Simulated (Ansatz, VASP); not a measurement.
Ba: VASP beside Ansatz

The input INCAR:

```
SYSTEM = Ba
  PREC = Accurate
  ENCUT = 520
  EDIFF = 1E-6
  ISMEAR = -1
  SIGMA = 0.05
  LREAL = .False.
  LASPH = .True.
  NELM = 80
  ALGO = Fast
  ISIF = 2
  LWAVE = .False.
  LCHARG = .False.
  GGA = PE
  NBANDS = 11
```

File KPOINTS:

```
regular mesh
0
Gamma
  8 8 8
  0 0 0
```

File POSCAR:

```
Ba
1.0
   -2.5065000000      2.5065000000      2.5065000000
    2.5065000000     -2.5065000000      2.5065000000
    2.5065000000      2.5065000000     -2.5065000000
Ba
1
Direct
    0.0000000000      0.0000000000      0.0000000000
```

File input.yaml:

```yaml
crystal:
  lattice:
    - [-2.5065, 2.5065, 2.5065]
    - [2.5065, -2.5065, 2.5065]
    - [2.5065, 2.5065, -2.5065]
  atoms:
    - { symbol: Ba, position: [0.0, 0.0, 0.0] }
kpoints:
  mp_grid: { grid: [8, 8, 8] }
scf:
  occupations: { method: fermi_dirac, width: 0.05 }
hamiltonian:
  xc: pbe
  pseudopotentials: { kind: all_electron, lapw: { basis_error: 0.0005 } }
output:
  forces: true
  stress: true
  eigenvalues: true
```

Alike in both runs: task single point; functional PBE; k mesh 8 × 8 × 8; occupations fermi-dirac, width 0.05 eV; no spin polarisation.

```csv
,VASP,Ansatz
version,VASP 6.6.1,Ansatz 0.2.0
potentials or method,"VASP PAW PBE potentials, release 64 (Ba_sv)","all-electron LAPW, scalar-relativistic"
plane-wave cutoff (eV),520,see its input
```

|  | VASP | Ansatz | Ansatz less VASP |
| --- | --- | --- | --- |
| gap on the k mesh at the Fermi level (eV) | none | none | - |
| pressure (GPa) | 0.0 | 0.0 | -0.05 |

A gap of «none» marks a metal or a gap that the smearing closes. Ansatz ran all-electron here, so the differences hold the error of VASP's frozen core and of both bases.

Spin-orbit coupling is left out, which matters for the levels of Ba.
